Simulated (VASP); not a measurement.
# InP (Fm-3m) in VASP: a series of runs, part 2 of 2

VASP 6.6.1. The steps go on from the part before.

## Step 6: Single point, PBE

The input, INCAR:

```
SYSTEM = InP
PREC     = Accurate       ! precision mode
ENCUT    = 450            ! plane-wave cutoff, eV
EDIFF    = 1E-6           ! SCF threshold, eV
ISMEAR   = 0              ! smearing method
SIGMA    = 0.02           ! smearing width, eV
LREAL    = .FALSE.        ! projectors in reciprocal space
LASPH    = .TRUE.         ! aspherical terms in the spheres
NELM     = 60             ! most SCF steps
ALGO     = Fast           ! electronic algorithm
ISIF     = 2              ! what is computed and relaxed
LWAVE    = .FALSE.        ! write WAVECAR
LCHARG   = .FALSE.        ! write CHGCAR
GGA      = PE             ! functional
```

The input, KPOINTS:

```
Automatic mesh
0
G
  4 4 4
  0 0 0
```

The input, POSCAR:

```
InP
1.0
    0.0000000000      2.7688340000      2.7688340000
    2.7688340000      0.0000000000      2.7688340000
    2.7688340000      2.7688340000      0.0000000000
In P
1 1
Direct
    0.0000000000      0.0000000000      0.0000000000
    0.5000000000      0.5000000000      0.5000000000
```

Potentials or basis: VASP PAW PBE potentials, release 64 (In_d_GW, P_GW).

On the command line:

```bash
> cat potpaw_PBE.64/In_d_GW/POTCAR potpaw_PBE.64/P_GW/POTCAR > POTCAR
> mpirun -np 1 vasp_std > vasp.out
```

OUTCAR:

```text
SYSTEM = InP
   PREC = Accurate
   ENCUT = 450
   EDIFF = 1E-6
   ISMEAR = 0
   LREAL = .FALSE.
   LASPH = .TRUE.
   NELM = 60
   ISIF = 2
   GGA = PE

 ion  position               nearest neighbor table
   1  0.000  0.000  0.000-   2 2.77   2 2.77   2 2.77   2 2.77   2 2.77   2 2.77
   2  0.500  0.500  0.500-   1 2.77   1 2.77   1 2.77   1 2.77   1 2.77   1 2.77

  LATTYP: Found a face centered cubic cell.
 ALAT       =     5.5376680000

  Lattice vectors:

 A1 = (   0.0000000000,   2.7688340000,   2.7688340000)
 A2 = (   2.7688340000,   0.0000000000,   2.7688340000)
 A3 = (   2.7688340000,   2.7688340000,   0.0000000000)

Analysis of symmetry for initial positions (statically):
=====================================================================
 Subroutine PRICEL returns:
 Original cell was already a primitive cell.

 Routine SETGRP: Setting up the symmetry group for a
 face centered cubic supercell.

 Subroutine GETGRP returns: Found 48 space group operations
 (whereof 48 operations were pure point group operations)
 out of a pool of 48 trial point group operations.

The static configuration has the point symmetry O_h .

Analysis of symmetry for dynamics (positions and initial velocities):
=====================================================================
 Subroutine PRICEL returns:
 Original cell was already a primitive cell.

 Routine SETGRP: Setting up the symmetry group for a
 face centered cubic supercell.

 Subroutine GETGRP returns: Found 48 space group operations
 (whereof 48 operations were pure point group operations)
 out of a pool of 48 trial point group operations.

The dynamic configuration has the point symmetry O_h .

 Subroutine INISYM returns: Found 48 space group operations
 (whereof 48 operations are pure point group operations),
 and found     1 'primitive' translations

----------------------------------------------------------------------------------------

                                     Primitive cell

  volume of cell :      42.4542

  direct lattice vectors                    reciprocal lattice vectors
     0.000000000  2.768834000  2.768834000    -0.180581429  0.180581429  0.180581429
     2.768834000  0.000000000  2.768834000     0.180581429 -0.180581429  0.180581429
     2.768834000  2.768834000  0.000000000     0.180581429  0.180581429 -0.180581429

  length of vectors
     3.915722595  3.915722595  3.915722595     0.312776210  0.312776210  0.312776210

  position of ions in fractional coordinates (direct lattice)
     0.000000000  0.000000000  0.000000000
     0.500000000  0.500000000  0.500000000

  ion indices of the primitive-cell ions
   primitive index   ion index
                 1           1
                 2           2

----------------------------------------------------------------------------------------

 KPOINTS: Automatic mesh

Automatic generation of k-mesh.
 Grid dimensions read from file:
 generate k-points for:    4    4    4

 Generating k-lattice:

  Cartesian coordinates                     Fractional coordinates (reciprocal lattice)
    -0.045145357  0.045145357  0.045145357     0.250000000  0.000000000  0.000000000
     0.045145357 -0.045145357  0.045145357     0.000000000  0.250000000  0.000000000
     0.045145357  0.045145357 -0.045145357     0.000000000  0.000000000  0.250000000

  Length of vectors
     0.078194052  0.078194052  0.078194052

[... 20 lines left out ...]
   total plane-waves  NPLWV =  21952
   dimension x,y,z NGX =    28 NGY =   28 NGZ =   28
   dimension x,y,z NGXF=    56 NGYF=   56 NGZF=   56
   ions per type =               1   1
   NGX,Y,Z   is equivalent  to a cutoff of  11.89, 11.89, 11.89 a.u.
   NGXF,Y,Z  is equivalent  to a cutoff of  23.78, 23.78, 23.78 a.u.
 SYSTEM =  InP
   PREC   = accura    normal or accurate (medium, high low for compatibility)
   ISTART =      0    job   : 0-new  1-cont  2-samecut
   ICHARG =      2    charge: 1-file 2-atom 10-const
   ISPIN  =      1    spin polarized calculation?
   LNONCOLLINEAR =      F non collinear calculations
   LSORBIT =      F    spin-orbit coupling
   LASPH  =      T    aspherical Exc in radial PAW
   ENCUT  =  450.0 eV  33.07 Ry    5.75 a.u.   6.77  6.77  6.77*2*pi/ulx,y,z
   NELM   =     60;   NELMIN=  2; NELMDL= -5     # of ELM steps
   EDIFF  = 0.1E-05   stopping-criterion for ELM
   LREAL  =      F    real-space projection
   EDIFFG = 0.1E-04   stopping-criterion for IOM
   NSW    =      0    number of steps for IOM
   IBRION =     -1    ionic relax: 0-MD 1-quasi-New 2-CG
   NFREE  =      0    steps in history (QN), initial steepest desc. (CG)
   ISIF   =      2    stress and relaxation
   ISYM   =      2    0-nonsym 1-usesym 2-fastsym
   POTIM  = 0.5000    time-step for ionic-motion
   TEBEG  =    0.0;   TEEND  =   0.0 temperature during run
   PSTRESS=    0.0 pullay stress
   NELECT =      18.0000    total number of electrons
   NUPDOWN=      -1.0000    fix difference up-down
   EMIN   =  10.00;   EMAX   =-10.00  energy-range for DOS
   EFERMI =   0.00;   METHOD = LEGACY
   ISMEAR =     0;   SIGMA  =   0.02  broadening in eV -4-tet -1-fermi 0-gaus
   EFERMI_NEDOS =   21; number of points for ismear=-14 and -15
   IALGO  =     68    algorithm
   IMIX   =      4    mixing-type and parameters
     AMIX     =   0.40;   BMIX     =  1.00
     AMIX_MAG =   1.60;   BMIX_MAG =  1.00
  volume/ion in A,a.u.               =      21.23       143.25
  Fermi-wavevector in a.u.,A,eV,Ry     =   1.229869  2.324115 20.579860  1.512577
  Thomas-Fermi vector in A             =   2.364739
   LORBIT       =      0    0 simple, 1 ext, 2 COOP (PROOUT), +10 PAW based schemes
   GGA     = PE    functional components
   LHFCALC =     F    Hartree Fock is set to
   AEXX    =    0.0000 exact exchange contribution
   IVDW    =     0    specifies the selected vdW correction
   LEPSILON=     F    determine dielectric tensor
   LRPA    =     F    only Hartree local field effects (RPA)
 non-spin polarized calculation
 RMM-DIIS sequential band-by-band and
 Gauss-broadening in eV      SIGMA  =   0.02
  energy-cutoff  :      450.00
  volume of cell :       42.45
 maximum number of plane-waves:       941
   NGX = 13   NGY = 13   NGZ = 13

 number of electron      17.9999990 magnetization

 Free energy of the ion-electron system (eV)
  ---------------------------------------------------
  ext. energy  EPLUGINS =         0.00000000
  ---------------------------------------------------
  free energy    TOTEN  =        -7.66119716 eV

  energy without entropy =       -7.65985650  energy(sigma->0) =       -7.66052683

 E-fermi :   5.8139     XC(G=0): -10.4116

 val. band max:        5.8094018141   @ k =   0.5000   0.0000   0.0000
 cond. band min:       6.1122118861   @ k =   0.5000   0.2500   0.0000
 fundamental gap:      0.3028100720
 Fermi energy:         5.8139072613

 k-point     1 :       0.0000    0.0000    0.0000
  band No.  band energies     occupation
      1      -8.8416      2.00000
      2      -8.8416      2.00000
      3      -8.8292      2.00000
      4      -8.8292      2.00000
      5      -8.8292      2.00000
      6      -6.3878      2.00000
      7       5.3766      2.00000
      8       5.3766      2.00000
      9       5.3766      2.00000
     10       6.1199      0.00000
     11      12.6560      0.00000
     12      12.6560      0.00000
     13      12.6563      0.00000
[... 98 lines left out ...]
  band No.  band energies     occupation
      1      -9.0506      2.00000
      2      -8.8445      2.00000
      3      -8.8048      2.00000
      4      -8.8048      2.00000
      5      -8.7185      2.00000
      6      -3.1177      2.00000
      7       0.8180      2.00000
      8       1.7217      2.00000
      9       1.7217      2.00000
     10       8.0061      0.00000
     11      10.1225      0.00000
     12      12.3256      0.00000
     13      12.3256      0.00000

------------------------ aborting loop because EDIFF is reached ----------------------------------------

  FORCE on cell =-STRESS in cart. coord.  units (eV):
  Direction    XX          YY          ZZ          XY          YZ          ZX
  --------------------------------------------------------------------------------------
  -------------------------------------------------------------------------------------
  Total       -0.0402150     -0.0402150     -0.0402150     -0.0000000      0.0000000     -0.0000000
  in kB       -1.5176704     -1.5176704     -1.5176704     -0.0000000      0.0000000     -0.0000000
  external PRESSURE =      -1.5176704 kB  Pullay stress =       0.0000000 kB

 VOLUME and BASIS-vectors are now :
 -----------------------------------------------------------------------------
  energy-cutoff  :      450.00
  volume of cell :       42.45
      direct lattice vectors                 reciprocal lattice vectors
     0.000000000  2.768834000  2.768834000    -0.180581429  0.180581429  0.180581429
     2.768834000  0.000000000  2.768834000     0.180581429 -0.180581429  0.180581429
     2.768834000  2.768834000  0.000000000     0.180581429  0.180581429 -0.180581429

 POSITION                                       TOTAL-FORCE (eV/Angst)
 -----------------------------------------------------------------------------------
      0.00000      0.00000      0.00000         0.000000     -0.000000     -0.000000
      2.76883      2.76883      2.76883        -0.000000      0.000000      0.000000
 -----------------------------------------------------------------------------------
    total drift:                               -0.000000      0.000000      0.000000

  FREE ENERGIE OF THE ION-ELECTRON SYSTEM (eV)
  ---------------------------------------------------
  free  energy   TOTEN  =        -7.6611971552 eV

  energy  without entropy=       -7.6598564975  energy(sigma->0) =       -7.66052683
```

Run time: 20 s. Hardware: 1 thread of Intel Xeon Platinum 8488C (Sapphire Rapids), shared host; peak memory 0.16 GiB.

What came out:

| Item | Value |
| --- | --- |
| Free energy | -7.6612 eV |
| Pressure | -0.2 GPa |
| Band gap on the k mesh | none (metal or under the smearing width) |

Levels at points of the mesh, in eV from the Fermi level:
```csv
k point,band 7,band 8,band 9,band 10,band 11,band 12
"(0.00, 0.00, 0.00)",-0.44,-0.44,-0.44,0.31,6.84,6.84
"(0.50, 0.00, 0.00)",-6.90,0.00,0.00,2.26,3.12,3.12
"(0.50, 0.50, 0.00)",-5.17,-2.81,-2.53,-2.53,3.59,9.62
```

Caveat: the k mesh is coarse (spacing up to 0.49 Å⁻¹), so the values aren't converged.

## Step 7: The reference run

An earlier run on the cell as given: functional PBE; potentials or basis VASP PAW PBE potentials, release 64 (In_d, P); cutoff 520 eV; k mesh 8 × 8 × 8; occupations fermi-dirac, width 0.05 eV; no spin polarisation.

- Pressure: -0.1 GPa
- Band gap on the k mesh: none (metal or under the smearing width)

## Step 8: The runs side by side

```csv
task,potentials or basis,k mesh,cutoff (eV),smearing,mesh quality,gap on the mesh (eV),pressure (GPa)
atomic charges,"VASP PAW PBE potentials, release 64 (In_d, P)",8 × 8 × 8,520,gaussian 0.02 eV,not flagged,none,-0.1
electron localisation function,"VASP PAW PBE potentials, release 64 (In_d, P)",8 × 8 × 8,520,gaussian 0.02 eV,not flagged,none,-0.1
single point,"VASP PAW PBE potentials, release 64 (In_d_GW, P_GW)",4 × 4 × 4,450,gaussian 0.02 eV,coarse,none,-0.2
single point,"VASP PAW PBE potentials, release 64 (In_d, P)",8 × 8 × 8,520,fermi-dirac 0.05 eV,not flagged,none,-0.1
```

Alike in all rows: level PBE; no spin polarisation; cell as given.

Caveats: some runs use coarse meshes.

Absolute energies hang on the potentials; compare differences alone.
